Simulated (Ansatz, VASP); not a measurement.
**Two plane-wave programs on CdS (Greenockite)**

```
Cd S
1.0
     4.23811    0.00000    0.00000
    -2.11906    3.67031    0.00000
     0.00000    0.00000    6.89646
Cd S
2 2
Direct
  0.33333 0.66667 0.99921
  0.66667 0.33333 0.49921
  0.33333 0.66667 0.37579
  0.66667 0.33333 0.87579
```

Alike in both runs: functional PBE; k mesh 9 × 9 × 4; occupations gaussian, width 0.02 eV; no spin polarisation.

Ansatz relaxed the structure, and its values are those at the end. VASP's run is a single point on that final structure, the one shown.

|  | VASP | Ansatz |
| --- | --- | --- |
| version | VASP 6.6.1 | Ansatz 0.2.0 |
| potentials or method | VASP PAW PBE potentials, release 64 (Cd, S) | scalar-relativistic, plane waves, PAW |
| plane-wave cutoff (eV) | 520 | 420 |
| valence electrons in the cell | 36 | 52 |

|  | VASP | Ansatz | Ansatz less VASP |
| --- | --- | --- | --- |
| gap on the k mesh at the Fermi level (eV) | 1.04 | 1.04 | 0.000 |
| least direct gap on the mesh (eV) | 1.04 | 1.04 | 0.000 |
| pressure (GPa) | -1.2 | -1.5 | -0.25 |

With one functional, cell and mesh, what is left measures potentials, basis and numerics. The two sets of potentials don't hold the same shells in valence.
